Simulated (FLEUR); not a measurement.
## FeO (Wuestite): band structure with PBE

FeO (Wuestite):

```xyz
2
Lattice="1.5188 0.8769 2.5196 -1.5188 0.8769 2.5196 0.0000 -1.7538 2.5196" Properties=species:S:1:pos:R:3 pbc="T T T"
Fe    0.0000    0.0000    0.0000
O     0.0000    0.0000    3.7794
```

- Program: FLEUR MaX-R8.1 (later development tree)
- Task: band structure
- Functional: PBE
- Potentials or basis: all-electron
- Basis: FLAPW
- Kmax: 4.58 1/bohr
- k mesh: 11 × 11 × 11
- Occupations: fermi-dirac, width 0.05 eV
- Spin: collinear spin, ferromagnetic start
- Starting moments: [3.0, 0.0] μB
- Gmax: 14.2 1/bohr
- Muffin-tin radii: Fe 2.14, O 1.64 bohr
- lmax: Fe 9, O 8
- lnonsphr: Fe 9, O 8
- Local orbitals a species: Fe 5, O 3
- Max iterations: 60
- Mixing factor: 0.05
- Mixer: Anderson
- Mixer history: 15
- Density convergence: 1e-05 me/bohr^3

```yaml
Band_gap_along_the_path: none (metal or under the smearing width)
Net_moment: 4.00 μB per cell
Site_moments: Fe +3.60; O +0.31 μB
Valence_electrons_inside_the_program's_atomic_spheres: Fe 14.19; O 5.27 (radii Fe 2.14, O 1.64 bohr)
```

Levels at the corners of the path, in eV from the Fermi level:
Spin up:
```
point  band 10  band 11  band 12  band 13  band 14  band 15  band 16  band 17
    Γ    -3.83    -3.83    -3.68    -3.68    -0.03    15.19    16.62    17.03
    L    -3.03    -2.49    -0.38    -0.35     3.94     8.40    12.22    12.43
   B1    -3.02    -2.93    -2.79    -1.75     7.31     8.80     8.95    11.63
    B    -3.02    -2.93    -2.79    -1.75     7.31     8.80     8.95    11.63
    Z    -3.08    -2.55    -0.40    -0.40     4.06     8.16    12.61    12.61
    Γ    -3.83    -3.83    -3.68    -3.68    -0.03    15.19    16.62    17.03
    X    -2.93    -2.65    -2.48    -1.70     6.66     8.62     8.63    13.83
    Q    -2.93    -2.65    -2.48    -1.70     6.66     8.62     8.63    13.83
    F    -3.29    -2.82    -2.79    -2.79     5.15     8.60    10.68    14.43
   P1    -2.92    -2.65    -2.50    -1.75     6.64     8.50     8.77    14.07
    Z    -3.08    -2.55    -0.40    -0.40     4.06     8.16    12.61    12.61
    L    -3.03    -2.49    -0.38    -0.35     3.94     8.40    12.22    12.43
    P    -2.92    -2.65    -2.50    -1.75     6.64     8.50     8.77    14.07
```
Spin down:
```
point  band 5  band 6  band 7  band 8  band 9  band 10  band 11  band 12  band 13  band 14
    Γ  -20.23   -3.39   -3.29   -3.29   -0.79    -0.70    -0.70     0.22     0.22     0.77
    L  -19.03   -8.02   -5.25   -5.15    0.37     0.44     0.62     2.78     2.81     4.42
   B1  -18.94   -6.15   -6.12   -5.57   -0.06    -0.03     0.75     1.08     1.83     8.64
    B  -18.94   -6.15   -6.12   -5.57   -0.06    -0.03     0.75     1.08     1.83     8.64
    Z  -19.08   -8.07   -5.11   -5.11    0.38     0.38     0.57     2.76     2.76     4.54
    Γ  -20.23   -3.39   -3.29   -3.29   -0.79    -0.70    -0.70     0.22     0.22     0.77
    X  -18.96   -6.53   -6.15   -4.94   -0.76     0.56     0.66     1.32     1.79     7.90
    Q  -18.96   -6.53   -6.15   -4.94   -0.76     0.56     0.66     1.32     1.79     7.90
    F  -19.04   -6.92   -4.54   -4.43   -2.12     0.74     0.75     0.78     1.16     6.49
   P1  -18.97   -6.55   -6.15   -4.83   -0.84     0.57     0.68     1.31     1.75     7.90
    Z  -19.08   -8.07   -5.11   -5.11    0.38     0.38     0.57     2.76     2.76     4.54
    L  -19.03   -8.02   -5.25   -5.15    0.37     0.44     0.62     2.78     2.81     4.42
    P  -18.97   -6.55   -6.15   -4.83   -0.84     0.57     0.68     1.31     1.75     7.90
```

Core levels (eV from the Fermi level):
| atom | levels |
| --- | --- |
| 1 Fe | 1s1/2 -6991.2, 2s1/2 -813.9, 2p1/2 -700.8, 2p3/2 -688.3 |
| 2 O | 1s1/2 -507.2 |

Wall time 4.7 min on 1 thread of Arm Neoverse N1 (shared host), peak memory 0.08 GiB.

Caveat: a cell with one magnetic atom can't hold antiferromagnetic order, which such compounds often take; semilocal functionals often make such compounds metallic where correlation or magnetic order opens a gap, which also shifts bond lengths.
